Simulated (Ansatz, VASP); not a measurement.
# One calculation of Al, two programs

```
Al
1.0
     2.57184    0.00000    0.00000
    -1.28592    2.22728    0.00000
     0.00000    0.00000    2.55667
Al
1
Direct
  0.00000 0.00000 0.00000
```

Change from the starting cell: volume scaled by 0.78, LAPW.

Alike in both runs: task single point; functional PBE; k mesh 16 × 16 × 15; occupations fermi-dirac, width 0.08 eV; no spin polarisation.

```csv
,VASP,Ansatz
version,VASP 6.6.1,Ansatz 0.2.0
potentials or method,"VASP PAW PBE potentials, release 64 (Al), cutoff 520 eV","all-electron LAPW, scalar-relativistic"
```

```csv
,VASP,Ansatz,Ansatz less VASP
pressure (GPa),27.0,26.9,-0.15
largest component of the traceless stress (GPa),0.07,0.07,-0.008
```

Ansatz ran all-electron here, so the differences hold the error of VASP's frozen core and of both bases.

Caveats: so large a pressure means that the cell lies far from this level's equilibrium, or that cutoff or potentials fall short (VASP).
